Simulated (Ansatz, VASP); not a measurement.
## BiS in VASP and in Ansatz

```
Bi S
1.0
     4.00294    0.00000    0.00000
     0.00000    4.00294    0.00000
     0.00000    0.00000    4.00294
Bi S
1 1
Direct
  0.50000 0.50000 0.50000
  0.00000 0.00000 0.00000
```

The cell was built by a generator and needn't be a form met in nature.

Alike in both runs: task single point; functional PBE; k mesh 7 × 7 × 7; occupations gaussian, width 0.029 eV; no spin polarisation.

|  | VASP | Ansatz |
| --- | --- | --- |
| version | VASP 6.6.1 | Ansatz 0.2.0 |
| potentials or method | VASP PAW PBE potentials, release 64 (Bi_d, S) | Ansatz PAW |
| plane-wave cutoff (eV) | 520 | 420 |
| valence electrons in the cell | 21 | 21 |

Ansatz gave:

| Quantity | Value |
| --- | --- |
| gap on the k mesh at the Fermi level (eV) | none |
| pressure (GPa) | -10.9 |

Q: Which values does VASP return?

A: gap on the k mesh at the Fermi level (eV): none; pressure (GPa): -11.0.

A gap of «none» marks a metal or a gap that the smearing closes.

Caveats: spin-orbit coupling is left out, which moves the levels of the heavy elements.
